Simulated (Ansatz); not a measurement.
TiAl₃ (Pm-3m) under several functionals

Plane-wave DFT in Ansatz with scalar-relativistic PAW potentials. The same structure was relaxed (cell and atoms, symmetry kept) in separate runs at each level. This form isn't the usual stable structure of the compound. No spin polarisation.

Task: How do the levels LDA, PBE, PBEsol, r2SCAN compare?

Result:
| level | cutoff (eV) | k mesh | V (Å³/atom) | a (Å) | B0 (GPa) |
| --- | --- | --- | --- | --- | --- |
| LDA | 420 | 10×10×10 | 14.958 | 3.911 | – |
| PBEsol | 420 | 10×10×10 | 15.388 | 3.948 | 112 |
| r2SCAN | 500 | 10×10×10 | 15.474 | 3.956 | 116 |
| PBE | 420 | 10×10×10 | 15.758 | 3.980 | 106 |

The usual order of volumes, LDA < PBEsol < PBE, holds here (14.958, 15.388, 15.758 Å³/atom). As a rule LDA overbinds; PBEsol, built on the gradient expansion of slowly varying densities, lies between LDA and PBE; PBE's stronger gradient term for exchange weakens bonds. r2SCAN lies 1.8 % under PBE in volume. B0 goes from 111.8 to 106.1 GPa as the volume grows by 2.4 %; on one curve with B' = 4.0 the volume alone, B ∝ V^(−B'), would give 101.7 GPa, and the rest of the difference is the functional's own stiffness.